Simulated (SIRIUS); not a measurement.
P:

```xyz
4
Lattice="1.6477 -5.4650 0.0000 1.6477 5.4650 0.0000 0.0000 0.0000 4.5436" Properties=species:S:1:pos:R:3 pbc="T T T"
P     1.6477   -4.4173    2.6754
P     1.6477    4.4173    1.8683
P     1.6477   -1.0477    0.4035
P     1.6477    1.0477    4.1401
```

- Program: SIRIUS 7.12.0
- Task: single point
- Functional: PBEsol
- Potentials or basis: PseudoDojo 0.4.1 PBEsol standard (scalar relativistic)
- Cutoff: 611 eV
- Density cutoff: 2443 eV
- k mesh: 8 × 8 × 6
- Occupations: fermi-dirac, width 0.05 eV
- Spin: no spin polarisation

On this cell: pressure -0.6 GPa; largest force 0.297 eV/Å; band gap on the k mesh 0.01 eV.

The same run follows on a disturbed copy (atoms moved at random, drawn with an rms of 0.05 Å):

```xyz
4
Lattice="1.6477 -5.4650 0.0000 1.6477 5.4650 0.0000 0.0000 0.0000 4.5436" Properties=species:S:1:pos:R:3 pbc="T T T"
P     1.6804   -4.4018    2.6955
P     1.6487    4.4383    1.8815
P     1.6453   -1.0115    0.4248
P     1.6205    0.9952    4.1163
```

Q: What changes?

A: The energy moves by +22.7 meV/atom; pressure 1.3 GPa; largest force 1.401 eV/Å; band gap on the k mesh 0.23 eV.

Forces on the atoms (eV/Å):
```
P   -0.736 -0.015 -0.692
P   -0.026 -0.011  0.181
P    0.036 -0.894 -0.257
P    0.727  0.920  0.768
```

Stress tensor (GPa, compression positive):
```
-0.07 -0.13  1.73
-0.13  2.37  0.13
 1.73  0.13  1.64
```

A k mesh can miss the band edges.
